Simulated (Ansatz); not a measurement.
What does Ansatz print for the nuclei with this input?

The cell is a Materials Project structure (computed, not necessarily an observed phase).

```yaml
crystal:
  lattice:
    - [1.9275748309, 1.1128858475, 25.1531194148]
    - [-1.9275748309, 1.1128858475, 25.1531194148]
    - [0.0, -2.225771695, 25.1531194148]
  atoms:
    - { symbol: Zn, position: [0.708321, 0.708321, 0.708321] }
    - { symbol: Zn, position: [0.291655, 0.291655, 0.291655] }
    - { symbol: Zn, position: [0.583326, 0.583326, 0.583326] }
    - { symbol: Zn, position: [0.458328, 0.458328, 0.458328] }
    - { symbol: Zn, position: [0.999977, 0.999977, 0.999977] }
    - { symbol: Zn, position: [0.166658, 0.166658, 0.166658] }
    - { symbol: Zn, position: [0.083315, 0.083315, 0.083315] }
    - { symbol: Zn, position: [0.87499, 0.87499, 0.87499] }
    - { symbol: S, position: [0.427075, 0.427075, 0.427075] }
    - { symbol: S, position: [0.843761, 0.843761, 0.843761] }
    - { symbol: S, position: [0.260426, 0.260426, 0.260426] }
    - { symbol: S, position: [0.135449, 0.135449, 0.135449] }
    - { symbol: S, position: [0.552097, 0.552097, 0.552097] }
    - { symbol: S, position: [0.677071, 0.677071, 0.677071] }
    - { symbol: S, position: [0.96876, 0.96876, 0.96876] }
    - { symbol: S, position: [0.052117, 0.052117, 0.052117] }
kpoints:
  mp_grid: { grid: [8, 8, 8] }
scf:
  occupations: { method: fermi_dirac, width: 0.02 }
hamiltonian:
  xc: pbe
  pseudopotentials: { kind: paw }
output:
  forces: true
  stress: true
  populations: true
  efg:
    quadrupole_moments_barn: { Zn: 0.122, S: -0.0694 }
    contact_densities: true
```

```sh
ansatz run input.yaml --threads 1 --pin off --max-ram 2560MiB --backend cpu --events-out ev --progress --plain --runs-dir out
```

Of the output, the block on the nuclei alone is shown; the set-up, the SCF iterations, energies, forces and stress are cut. One atom of each set with nearly equal values is shown.

```
--- PAW observables at the nuclei: V_zz in 10²¹ V/m², potentials from the cell's mean, atoms counted from 1 ---
  atom   1  Zn V_zz =    -0.185939   η = 0.0000   by run symmetry: allowed   C_q = -0.5485 MHz
            electrostatic potential = -3941.260172 V   contact ρ = 166603.182465 e/Å³
  atom   2  Zn V_zz =    -0.082537   η = 0.0000   by run symmetry: allowed   C_q = -0.2435 MHz
            electrostatic potential = -3941.265554 V   contact ρ = 166603.254113 e/Å³
  atom   3  Zn V_zz =    -0.078445   η = 0.0000   by run symmetry: allowed   C_q = -0.2314 MHz
            electrostatic potential = -3941.262263 V   contact ρ = 166603.255876 e/Å³
  atom   4  Zn V_zz =    -0.179489   η = 0.0000   by run symmetry: allowed   C_q = -0.5295 MHz
            electrostatic potential = -3941.252061 V   contact ρ = 166603.187019 e/Å³
  atom   5  Zn V_zz =    -0.043472   η = 0.0000   by run symmetry: allowed   C_q = -0.1282 MHz
            electrostatic potential = -3941.271557 V   contact ρ = 166603.106967 e/Å³
  atom   6  Zn V_zz =    -0.088856   η = 0.0000   by run symmetry: allowed   C_q = -0.2621 MHz
            electrostatic potential = -3941.255873 V   contact ρ = 166603.247105 e/Å³
  atom   7  Zn V_zz =    -0.047403   η = 0.0000   by run symmetry: allowed   C_q = -0.1398 MHz
            electrostatic potential = -3941.265438 V   contact ρ = 166603.098203 e/Å³
  atom   9  S  V_zz =    +0.140880   η = 0.0000   by run symmetry: allowed   C_q = -0.2364 MHz
            electrostatic potential = -1632.697001 V   contact ρ = 19765.362525 e/Å³
  atom  10  S  V_zz =    +0.001308   η = 0.0000   by run symmetry: allowed   C_q = -0.0022 MHz
            electrostatic potential = -1632.679206 V   contact ρ = 19765.380775 e/Å³
  atom  12  S  V_zz =    +0.052790   η = 0.0000   by run symmetry: allowed   C_q = -0.0886 MHz
            electrostatic potential = -1632.676039 V   contact ρ = 19765.352118 e/Å³
  atom  14  S  V_zz =    +0.138015   η = 0.0000   by run symmetry: allowed   C_q = -0.2316 MHz
            electrostatic potential = -1632.702566 V   contact ρ = 19765.363052 e/Å³
  atom  16  S  V_zz =    +0.061293   η = 0.0000   by run symmetry: allowed   C_q = -0.1029 MHz
            electrostatic potential = -1632.682768 V   contact ρ = 19765.347568 e/Å³
```

The run took 5 min of wall time (5.1 min of CPU time) and 1.3 GiB at its peak, on 1 thread of Arm Neoverse V1 (aarch64; 8 cores open to the job, memory cap 2.5 GiB, no GPU), a shared host with a load of 0.5 a core.
